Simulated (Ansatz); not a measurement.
## Sb in Ansatz: the effect of target pressure

Crystal: Sb.

```
Sb
1.0
    -4.03001    4.03001    2.02549
     4.03001   -4.03001    2.02549
     4.03001    4.03001   -2.02549
Sb
4
Direct
  0.65126 0.15126 0.80253
  0.15126 0.34874 0.50000
  0.34874 0.84874 0.19747
  0.84874 0.65126 0.50000
```

This isn't the form of Sb at room conditions, which is rhombohedral.

Alike in all runs:

```yaml
Program: Ansatz 0.2.0
Task: relaxation of cell and atoms
Functional: PBEsol
Potentials_or_basis: Ansatz PAW
Cutoff: "420 eV (not typed: the program's choice for these potentials)"
k_mesh: 7 × 7 × 7
Occupations: fermi-dirac, width 0.05 eV
Spin: no spin polarisation
```

Each run relaxes the cell or the atoms first.

| target pressure | relaxed volume (Å³/atom) |
| --- | --- |
| 0 GPa | ? |
| 2 GPa | 31.08 |
| 5 GPa | 29.58 |
| 10 GPa | 25.34 |
| 20 GPa | 23.43 |
| 30 GPa | 21.95 |

**Question.** What does the run with target pressure 0 GPa give?

**Answer.** Relaxed volume 32.32 Å³/atom.

Worked out: A parabola through the other rows of the relaxed volume, of slope -0.769 Å³/atom per GPa there, extrapolates to 32.57 Å³/atom, against the run's 32.32.

Caveats: the plane-wave basis is chosen anew once the cell has moved, so the energies of steps on either side of that aren't comparable; the PAW data sets come from PBE, with cores solved anew for the run's functional, which leaves a small shift of forces and pressure; the volume moved by over 15 % at a fixed basis, so the end points are rough (some runs).
